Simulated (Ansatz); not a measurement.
A plane-wave DFT run in Ansatz 0.2.0 (scalar-relativistic PAW potentials unless the input names others): input and command.

```yaml
crystal:
  lattice:
    - [4.2378511417, 0.0, 0.0]
    - [0.0, 4.2378511417, 0.0]
    - [0.0, 0.0, 4.2378511417]
  atoms:
    - { symbol: Sc, position: [0.0, 0.0, 0.0] }
    - { symbol: Al, position: [0.5, 0.0, 0.5] }
    - { symbol: Al, position: [0.0, 0.5, 0.5] }
    - { symbol: Al, position: [0.5, 0.5, 0.0] }
basis:
  ecutwfc: 420
kpoints:
  mp_grid: { grid: [10, 9, 11] }
hamiltonian:
  xc: pbe
scf:
  occupations: { method: gaussian, width: 0.1 }
  max_iter: 100
output:
  forces: true
  eigenvalues: true
  stress: true
```

```bash
ansatz run input.yaml --threads 1 --pin off --max-ram 2560MiB --backend cpu --events-out ev --progress --plain --runs-dir out
```

Abridged log:
```
Warning: crystal.symmetry: narrowed to the stabiliser of the k-point mesh — unitary ops 48 → 8; excluded 40 operations that carry a point of the 10×9×11 mesh (shift [0, 0, 0]) off the mesh (the run samples exactly the mesh kpoints.mp_grid names, as under crystal.symmetry.detect: false, and its converged state has the mesh's symmetry, not the crystal's; ε∞, the Born charges and the force constants of a linear response (`dielectric:` by the response, `phonons.method: dfpt`) are averaged over those of the crystal's operations that the state keeps within a tolerance, where `mesh_tensors`, `unavera ...
Basis set: ecut = 420 eV, 1503 PW (Γ), exchange–correlation on 60×60×60 points (8 copies of the dense FFT grid, shifted against one another)
Bands: 14, of which v1, the nominal top of the filled ones, is band 10 counted from 1 (9 counted from 0)
Symmetry: 8 space group operations
k-points: 180 of 990
SCF iter   1: F=—  HF=-3749.979433 eV  |F-HF|=—  |Δ(HF+E_count)|=         —  Δρ=2.04e-3  dr2=9.28e-3  ethr=1.77e-3  ⟨swp⟩=5.5  Hψ=14700  notcnv=0
SCF iter   2: F=—  HF=-3749.977710 eV  |F-HF|=—  |Δ(HF+E_count)|=   1.72e-3  Δρ=1.10e-3  dr2=1.81e-3  ethr=4.64e-5  ⟨swp⟩=1.0  Hψ=3961  notcnv=0
SCF iter   3: F=—  HF=-3749.977351 eV  |F-HF|=—  |Δ(HF+E_count)|=   3.59e-4  Δρ=4.49e-4  dr2=3.84e-4  ethr=9.04e-6  ⟨swp⟩=2.1  Hψ=4075  notcnv=0
SCF iter   4: F=—  HF=-3749.977262 eV  |F-HF|=—  |Δ(HF+E_count)|=   8.85e-5  Δρ=8.49e-5  dr2=6.07e-6  ethr=1.92e-6  ⟨swp⟩=2.0  Hψ=3492  notcnv=0
SCF iter   5: F=—  HF=-3749.977387 eV  |F-HF|=—  |Δ(HF+E_count)|=   1.25e-4  Δρ=1.59e-5  dr2=1.24e-7  ethr=3.04e-8  ⟨swp⟩=2.0  Hψ=3479  notcnv=0
SCF iter   6: F=-3749.977387 eV  HF=-3749.977387 eV  |F-HF|=3.83e-10  |Δ(HF+E_count)|=   4.77e-8  Δρ=2.07e-6  dr2=2.74e-9  ethr=5.00e-10  ⟨swp⟩=4.6  Hψ=9304  notcnv=0
SCF 1 converged in 6 iterations: F = -3749.977387 eV  dr2 = 2.74e-9
SCF converged after 6 iterations
Free energy (F): -3749.977387 eV
Harris-Foulkes:  -3749.977387 eV  (|F-HF|=3.83e-10)
Internal energy: -3749.969000 eV  (E = F + TS)
E sigma→0 (E₀):  -3749.973194 eV
Entropy (-TS):   -0.008387 eV (-2.097 meV/atom)
Fermi energy:    8.099657 eV
--- Forces (eV/Å), atoms counted from 1 ---
  atom   1  Sc     0.00000000     0.00000000     0.00000000
  atom   2  Al     0.00000000     0.00000000     0.00000000
  atom   3  Al     0.00000000     0.00000000     0.00000000
  atom   4  Al     0.00000000     0.00000000     0.00000000
--- Stress (GPa, compression-positive) ---
       -6.723806       0.000000       0.000000
        0.000000      -6.661025       0.000000
        0.000000       0.000000      -6.774521
  P = ⅓ Tr σ = -6.7198 GPa (-67.198 kbar)
```

One setting here is unusual or wrong in general: a mesh that breaks the symmetry (kpoints.mp_grid.grid: [10, 10, 10] → [10, 9, 11]). For this cell it did little harm to the result: the run converged in 6 SCF iterations (reference: 6) with an energy at zero smearing 0.08 meV/atom above the reference's, pressure -6.72 GPa, largest force 0.000 eV/Å, no gap on the mesh. The program drops the symmetry operations that the mesh breaks, which leaves more k-points to solve, 180 here. The stress tensor, though, breaks the crystal's symmetry by up to 0.06 GPa, which comes from the mesh. A reference run from the same start on usual settings converged with pressure -6.71 GPa, largest force 0.000 eV/Å, no gap on the mesh.

It took 4.7 s on 1 thread of Intel(R) Xeon(R) 6975P-C (Granite Rapids), on a shared host, peak memory 0.49 GiB.